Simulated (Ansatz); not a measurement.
The system is MoSe2.

```
Mo Se
1.0
     3.28800    0.00000    0.00000
    -1.64400    2.84749    0.00000
     0.00000    0.00000   12.90000
Mo Se
2 4
Direct
  0.66667 0.33333 0.75000
  0.33333 0.66667 0.25000
  0.66667 0.33333 0.37500
  0.33333 0.66667 0.87500
  0.66667 0.33333 0.12500
  0.33333 0.66667 0.62500
```

* Program: Ansatz 0.2.0
* Task: relaxation of cell and atoms
* Functional: BLYP
* Dispersion: D3(BJ)
* Potentials or basis: Ansatz PAW
* Cutoff: 420 eV (not typed: the program's choice for these potentials)
* k mesh: 9 × 9 × 2
* Occupations: fermi-dirac, width 0.05 eV
* Spin: no spin polarisation

At the start: volume 20.13 Å³/atom.

How do energy, volume and symmetry change on relaxing?

It ends after 6 steps and the volume is 19.75 Å³/atom (-1.9 %); space group P6_3/mmc (No. 194, to 0.05 Å).

Step by step:
| step | energy change (eV) | largest force (eV/Å) | volume (Å³) |
| --- | --- | --- | --- |
| 1 | 0.0000 | 1.4809 | 120.78 |
| 2 | -0.0870 | 1.1256 | 116.15 |
| 3 | -0.2624 | 0.0982 | 118.86 |
| 4 | -0.2637 | 0.0086 | 118.27 |
| 5 | -0.2639 | 0.0009 | 118.49 |
| 6 | -0.2635 | 0.0010 | 118.49 |

Final structure:
```cif
data_structure
_symmetry_space_group_name_H-M 'P 1'
_symmetry_Int_Tables_number 1
_cell_length_a 3.3090
_cell_length_b 3.3090
_cell_length_c 12.4956
_cell_angle_alpha 90.000
_cell_angle_beta 90.000
_cell_angle_gamma 120.000
_cell_volume 118.49
loop_
_atom_site_label
_atom_site_type_symbol
_atom_site_fract_x
_atom_site_fract_y
_atom_site_fract_z
_atom_site_occupancy
Mo1 Mo 0.66667 0.33333 0.75000 1
Mo2 Mo 0.33333 0.66667 0.25000 1
Se1 Se 0.66667 0.33333 0.38413 1
Se2 Se 0.33333 0.66667 0.88413 1
Se3 Se 0.66667 0.33333 0.11587 1
Se4 Se 0.33333 0.66667 0.61587 1
```

Caveat: the plane-wave basis is chosen anew once the cell has moved, so the energies of steps on either side of that aren't comparable; the PAW data sets come from PBE, with cores solved anew for the run's functional, which leaves a small shift of forces and pressure.
